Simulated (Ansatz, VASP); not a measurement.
## One calculation of RbBr, two programs

```xyz
2
Lattice="0.0000 3.2778 3.4608 3.2778 0.0000 3.4608 3.2778 3.2778 0.0000" Properties=species:S:1:pos:R:3 pbc="T T T"
Rb    0.0000    0.0000    0.0000
Br    3.2778    3.2778    3.4608
```

Change from the starting cell: biaxial_xy strain -5.3%.

Alike in both runs: task single point; functional r2SCAN; k mesh 6 × 6 × 6; no spin polarisation.

|  | VASP | Ansatz |
| --- | --- | --- |
| version | VASP 6.6.1 | Ansatz 0.2.0 |
| potentials or method | VASP PAW PBE potentials, release 64 (Rb_sv, Br) | plane waves, PAW |
| plane-wave cutoff (eV) | 520 | 500 |
| occupations | gaussian, width 0.01 eV | fixed |
| valence electrons in the cell | 16 | 16 |

```tsv
	VASP	Ansatz	Ansatz less VASP
gap on the k mesh at the Fermi level (eV)	5.14	5.14	+0.003
pressure (GPa)	2.2	2.2	0.00
largest component of the traceless stress (GPa)	1.78	1.76	-0.017
```

Caveats: the PAW data sets were made with another functional, which shifts forces and pressure a little (VASP).
